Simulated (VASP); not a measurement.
Wanted: the native input for a VASP 6.6.1 run.

- Task: relaxation of cell and atoms
- Functional: LDA
- Potentials or basis: VASP PAW LDA potentials, release 64 (Rh_pv)
- Cutoff: 520 eV
- k mesh: 18 × 18 × 18
- Occupations: gaussian, width 0.1 eV
- Spin: no spin polarisation
- Further INCAR settings: ALGO = Normal; EDIFF = 1e-07; IBRION = 2; EDIFFG = -0.002; NSW = 80; ISIF = 3

The structure of Rh lies in POSCAR:

```
Rh
1.0
    0.0000000000      1.8978500000      1.8978500000
    1.8978500000      0.0000000000      1.8978500000
    1.8978500000      1.8978500000      0.0000000000
Rh
1
Direct
    0.0000000000      0.0000000000      0.0000000000
```

One way to write it, as run:

INCAR

```
SYSTEM = Rh
PREC = Accurate
ENCUT = 520
EDIFF = 1E-7
ISMEAR = 0
SIGMA = 0.1
LREAL = .False.
LASPH = .True.
NELM = 100
ALGO = Normal
ISIF = 3
LWAVE = .False.
LCHARG = .False.
GGA = CA
IBRION = 2
NSW = 80
EDIFFG = -0.002
```

KPOINTS

```
regular mesh
0
Gamma
  18 18 18
  0 0 0
```

Potentials or basis: VASP PAW LDA potentials, release 64 (Rh_pv).

Launch:

```console
$ cat potpaw_LDA.64/Rh_pv/POTCAR > POTCAR
$ mpirun -np 1 vasp_std > vasp.out
```

Results of the run:

| Quantity | Value |
| --- | --- |
| Relaxed volume | 13.26 Å³/atom |
| Relaxed cell | a = 2.657 Å, b = 2.657 Å, c = 2.657 Å, α = 60.00°, β = 60.00°, γ = 60.00° |
| Space group after relaxing (to 0.05 Å) | Fm-3m (No. 225) |
| Energy gained by relaxing | 11.8 meV/atom |
| Ionic steps | 7 |
| Pressure after relaxing | 0.0 GPa |
| Band gap on the k mesh | none (metal or under the smearing width) |

Run time: 78 s on 1 thread of Intel(R) Xeon(R) Platinum 8259CL CPU @ 2.50GHz (Skylake/Cascade Lake), on a shared host, peak memory 0.15 GiB.
